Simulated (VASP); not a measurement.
# Te (C2/m) in VASP: further runs

One crystal, Te, is run at these levels: PBE; tasks: single point.

All numbers are computed with VASP 6.6.1; they aren't measurements. Logs are shortened: lines on timing, memory, paths and dates and some standing lists are left out, and cuts for length are marked.

## Step 1: Starting point

It takes space group C2/m (No. 12, monoclinic). Conventional cell: a = 7.641 Å, b = 4.296 Å, c = 5.977 Å, α = 90.00°, β = 90.90°, γ = 90.00°. Te (site symmetry 2/m) is surrounded by 6 Te at 3.09 to 3.31 Å. Around Te (site symmetry m) lie 6 Te at 3.03 to 3.47 Å.

This isn't the form of Te at room conditions, which is trigonal, of chains.

## Step 2: Single point, PBE

File INCAR:

```
ADDGRID = F
ALGO = Normal
EDIFF = 1E-6
ENCUT = 900
GGA = PE
ISIF = 2
ISMEAR = 0
LASPH = T
LCHARG = F
LREAL = F
LWAVE = F
NBANDS = 16
NELM = 100
PREC = Accurate
SIGMA = 0.05
```

File KPOINTS:

```
k-points
0
Gamma
  3 3 2
```

File POSCAR:

```
Te
1.0
    3.8202894285     -2.1482026000      0.0000000000
    3.8202894285      2.1482026000      0.0000000000
   -0.0942908673      0.0000000000      5.9760906531
Te
3
Direct
    0.0000000000      0.0000000000      0.0000000000
    0.3094466100      0.3094466100      0.3388094900
    0.6905533900      0.6905533900      0.6611905100
```

Potentials or basis: VASP PAW PBE potentials, release 64 (Te).

The run is started by

```
cat potpaw_PBE.64/Te/POTCAR > POTCAR
mpirun -np 1 vasp_std > vasp.out
```

OUTCAR:

```text
EDIFF = 1E-6
   ENCUT = 900
   GGA = PE
   ISIF = 2
   ISMEAR = 0
   LASPH = T
   LREAL = F
   NELM = 100
   PREC = Accurate

 Found      8 irreducible k-points:

 Following reciprocal coordinates:
            Coordinates               Weight
  0.000000  0.000000  0.000000      1.000000
  0.333333 -0.000000 -0.000000      4.000000
  0.333333  0.333333  0.000000      2.000000
 -0.333333  0.333333  0.000000      2.000000
  0.000000  0.000000  0.500000      1.000000
  0.333333 -0.000000  0.500000      4.000000
   k-points           NKPTS =      8   k-points in BZ     NKDIM =      8   number of bands    NBANDS=     16
   number of dos      NEDOS =    301   number of ions     NIONS =      3
   total plane-waves  NPLWV = 138240
   dimension x,y,z NGX =    48 NGY =   48 NGZ =   60
   dimension x,y,z NGXF=    96 NGYF=   96 NGZF=  120
   ions per type =               3
   NGX,Y,Z   is equivalent  to a cutoff of  18.21, 18.21, 16.69 a.u.
   NGXF,Y,Z  is equivalent  to a cutoff of  36.41, 36.41, 33.38 a.u.
 SYSTEM =  unknown system
   PREC   = accura    normal or accurate (medium, high low for compatibility)
   ISTART =      0    job   : 0-new  1-cont  2-samecut
   ICHARG =      2    charge: 1-file 2-atom 10-const
   ISPIN  =      1    spin polarized calculation?
   LNONCOLLINEAR =      F non collinear calculations
   LSORBIT =      F    spin-orbit coupling
   LASPH  =      T    aspherical Exc in radial PAW
   ENCUT  =  900.0 eV  66.15 Ry    8.13 a.u.  10.72 10.72 14.62*2*pi/ulx,y,z
   NELM   =    100;   NELMIN=  2; NELMDL= -5     # of ELM steps
   EDIFF  = 0.1E-05   stopping-criterion for ELM
   LREAL  =      F    real-space projection
   EDIFFG = 0.1E-04   stopping-criterion for IOM
   NSW    =      0    number of steps for IOM
   IBRION =     -1    ionic relax: 0-MD 1-quasi-New 2-CG
   NFREE  =      0    steps in history (QN), initial steepest desc. (CG)
   ISIF   =      2    stress and relaxation
   ISYM   =      2    0-nonsym 1-usesym 2-fastsym
   POTIM  = 0.5000    time-step for ionic-motion
   TEBEG  =    0.0;   TEEND  =   0.0 temperature during run
   PSTRESS=    0.0 pullay stress
   NELECT =      18.0000    total number of electrons
   NUPDOWN=      -1.0000    fix difference up-down
   EMIN   =  10.00;   EMAX   =-10.00  energy-range for DOS
   EFERMI =   0.00;   METHOD = LEGACY
   ISMEAR =     0;   SIGMA  =   0.05  broadening in eV -4-tet -1-fermi 0-gaus
   EFERMI_NEDOS =   21; number of points for ismear=-14 and -15
   IALGO  =     38    algorithm
   IMIX   =      4    mixing-type and parameters
     AMIX     =   0.40;   BMIX     =  1.00
     AMIX_MAG =   1.60;   BMIX_MAG =  1.00
  volume/ion in A,a.u.               =      32.70       220.64
  Fermi-wavevector in a.u.,A,eV,Ry     =   0.930307  1.758025 11.775440  0.865470
  Thomas-Fermi vector in A             =   2.056681
   LORBIT       =      0    0 simple, 1 ext, 2 COOP (PROOUT), +10 PAW based schemes
   GGA     = PE    functional components
   LHFCALC =     F    Hartree Fock is set to
   AEXX    =    0.0000 exact exchange contribution
   IVDW    =     0    specifies the selected vdW correction
   LEPSILON=     F    determine dielectric tensor
   LRPA    =     F    only Hartree local field effects (RPA)
 non-spin polarized calculation
 Gauss-broadening in eV      SIGMA  =   0.05
  energy-cutoff  :      900.00
  volume of cell :       98.09
 maximum number of plane-waves:      6039
 NGX is ok and might be reduce to    48
   NGX = 21   NGY = 21   NGZ = 29

 number of electron      18.0000000 magnetization

 Free energy of the ion-electron system (eV)
  ---------------------------------------------------
  ext. energy  EPLUGINS =         0.00000000
  ---------------------------------------------------
  free energy    TOTEN  =        -8.95704466 eV

  energy without entropy =       -8.95704417  energy(sigma->0) =       -8.95704442

 E-fermi :   6.4994     XC(G=0):  -9.2703

 val. band max:        6.3458753570   @ k =   0.0000   0.0000   0.5000
 cond. band min:       6.6520206246   @ k =   0.0000   0.0000   0.5000
 fundamental gap:      0.3061452676
 Fermi energy:         6.4994445950

 k-point     1 :       0.0000    0.0000    0.0000
  band No.  band energies     occupation
      1      -7.2066      2.00000
      2      -4.0077      2.00000
      3      -3.8801      2.00000
      4       3.7136      2.00000
      5       3.7812      2.00000
      6       4.2428      2.00000
[... 8 lines left out ...]
     15      12.5674      0.00000
     16      12.5749      0.00000

 k-point     2 :       0.3333   -0.0000   -0.0000
  band No.  band energies     occupation
      1      -6.3178      2.00000
      2      -4.4227      2.00000
      3      -3.7351      2.00000
      4       1.5240      2.00000
      5       2.0925      2.00000
      6       2.6871      2.00000
[... 8 lines left out ...]
     15      13.5212      0.00000
     16      14.5746      0.00000

 k-point     3 :       0.3333    0.3333    0.0000
  band No.  band energies     occupation
      1      -6.4095      2.00000
      2      -4.3590      2.00000
      3      -3.7560      2.00000
      4       1.4548      2.00000
      5       2.1939      2.00000
      6       2.7134      2.00000
[... 8 lines left out ...]
     15      13.6384      0.00000
     16      15.0232      0.00000

 k-point     4 :      -0.3333    0.3333    0.0000
  band No.  band energies     occupation
      1      -5.2648      2.00000
      2      -4.8745      2.00000
      3      -4.2957      2.00000
      4       2.1727      2.00000
      5       2.3567      2.00000
      6       2.8245      2.00000
[... 8 lines left out ...]
     15      11.9890      0.00000
     16      15.1584      0.00000

 k-point     5 :       0.0000    0.0000    0.5000
  band No.  band energies     occupation
      1      -6.5074      2.00000
      2      -6.1377      2.00000
      3      -1.8774      2.00000
      4       2.6988      2.00000
      5       3.7787      2.00000
      6       3.8292      2.00000
[... 8 lines left out ...]
     15      11.5211      0.00000
     16      13.6273      0.00000

 k-point     6 :       0.3333   -0.0000    0.5000
  band No.  band energies     occupation
      1      -5.7759      2.00000
      2      -5.4571      2.00000
      3      -3.3301      2.00000
      4       1.2961      2.00000
      5       2.8105      2.00000
      6       3.2794      2.00000
[... 8 lines left out ...]
     15      13.0798      0.00000
     16      13.8208      0.00000

 [... further k-points ...]

------------------------ aborting loop because EDIFF is reached ----------------------------------------

  FORCE on cell =-STRESS in cart. coord.  units (eV):
  Direction    XX          YY          ZZ          XY          YZ          ZX
  --------------------------------------------------------------------------------------
  -------------------------------------------------------------------------------------
  Total        1.2349355      2.5146171     -1.1644058      0.0000000      0.0000000     -0.5656108
  in kB       20.1714060     41.0736947    -19.0193764      0.0000000      0.0000000     -9.2386734
  external PRESSURE =      14.0752415 kB  Pullay stress =       0.0000000 kB

 VOLUME and BASIS-vectors are now :
 -----------------------------------------------------------------------------
  energy-cutoff  :      900.00
  volume of cell :       98.09
      direct lattice vectors                 reciprocal lattice vectors
     3.820289429 -2.148202600  0.000000000     0.130880136 -0.232752721  0.002065029
     3.820289429  2.148202600  0.000000000     0.130880136  0.232752721  0.002065029
    -0.094290867  0.000000000  5.976090653     0.000000000  0.000000000  0.167333472

 POSITION                                       TOTAL-FORCE (eV/Angst)
 -----------------------------------------------------------------------------------
      0.00000      0.00000      0.00000        -0.000000      0.000000      0.000000
      2.33240      0.00000      2.02476        -0.283091      0.000000      0.200078
      5.21388      0.00000      3.95133         0.283091      0.000000     -0.200078
 -----------------------------------------------------------------------------------
    total drift:                               -0.000000      0.000000     -0.000000

  FREE ENERGIE OF THE ION-ELECTRON SYSTEM (eV)
  ---------------------------------------------------
  free  energy   TOTEN  =        -8.9570446648 eV

  energy  without entropy=       -8.9570441700  energy(sigma->0) =       -8.95704442
```

It took 29 s on 1 thread of AMD EPYC 7R13 (Zen 3), shared host; peak memory 0.3 GiB.

These settings aren't checked as converged: the numbers below hold their error.

Results:

* Free energy: -8.9570 eV
* Pressure: 1.4 GPa
* Largest force: 0.347 eV/Å
* Band gap on the k mesh: none (metal or under the smearing width)

Caveat: the k mesh is coarse (spacing up to 0.56 Å⁻¹), so the values aren't converged.

## Step 3: Single point, PBE

INCAR is that of step 2.

KPOINTS is that of step 2.

File POSCAR:

```
Te
1.0
    3.8202894285     -2.1482026000      0.0000000000
    3.8202894285      2.1482026000      0.0000000000
   -0.0942908673      0.0000000000      5.9760906531
Te
3
Direct
    0.0053760000      0.0030970000      0.0153300000
    0.3128830000      0.3144850000      0.3485460000
    0.7243610000      0.6723340000      0.6509690000
```

Potentials or basis: VASP PAW PBE potentials, release 64 (Te).

The run is started by

```
cat potpaw_PBE.64/Te/POTCAR > POTCAR
mpirun -np 1 vasp_std > vasp.out
```

OUTCAR:

```text
EDIFF = 1E-6
   ENCUT = 900
   GGA = PE
   ISIF = 2
   ISMEAR = 0
   LASPH = T
   LREAL = F
   NELM = 100
   PREC = Accurate

 Found     10 irreducible k-points:

 Following reciprocal coordinates:
            Coordinates               Weight
  0.000000  0.000000  0.000000      1.000000
  0.333333 -0.000000 -0.000000      2.000000
  0.000000 -0.333333  0.000000      2.000000
[... 194 lines left out ...]
------------------------ aborting loop because EDIFF is reached ----------------------------------------

  FORCE on cell =-STRESS in cart. coord.  units (eV):
  Direction    XX          YY          ZZ          XY          YZ          ZX
  --------------------------------------------------------------------------------------
  -------------------------------------------------------------------------------------
  Total        1.1027301      2.2754168      0.0341858      0.1816382      0.0128016     -0.7937195
  in kB       18.0119675     37.1666035      0.5583898      2.9668741      0.2091015    -12.9645947
  external PRESSURE =      18.5789869 kB  Pullay stress =       0.0000000 kB

 VOLUME and BASIS-vectors are now :
 -----------------------------------------------------------------------------
  energy-cutoff  :      900.00
  volume of cell :       98.09
      direct lattice vectors                 reciprocal lattice vectors
     3.820289429 -2.148202600  0.000000000     0.130880136 -0.232752721  0.002065029
     3.820289429  2.148202600  0.000000000     0.130880136  0.232752721  0.002065029
    -0.094290867  0.000000000  5.976090653     0.000000000  0.000000000  0.167333472

 POSITION                                       TOTAL-FORCE (eV/Angst)
 -----------------------------------------------------------------------------------
      0.03092     -0.00490      0.09161         0.099604     -0.054295      0.165383
      2.36386      0.00344      2.08294        -0.254404      0.203171     -0.159961
      5.27440     -0.11176      3.89025         0.154800     -0.148876     -0.005422
 -----------------------------------------------------------------------------------
    total drift:                                0.000027     -0.000007      0.000054

  FREE ENERGIE OF THE ION-ELECTRON SYSTEM (eV)
  ---------------------------------------------------
  free  energy   TOTEN  =        -8.9869242682 eV

  energy  without entropy=       -8.9832637819  energy(sigma->0) =       -8.98509403
```

Run time: 36 s. Hardware: 1 thread of AMD EPYC 7R13 (Zen 3), shared host; peak memory 0.3 GiB.

These settings aren't checked as converged: the numbers below hold their error.

What came out:

- Free energy: -8.9869 eV
- Pressure: 1.9 GPa
- Largest force: 0.363 eV/Å
- Band gap on the k mesh: none (metal or under the smearing width)

Caveat: the k mesh is coarse (spacing up to 0.56 Å⁻¹), so the values aren't converged.
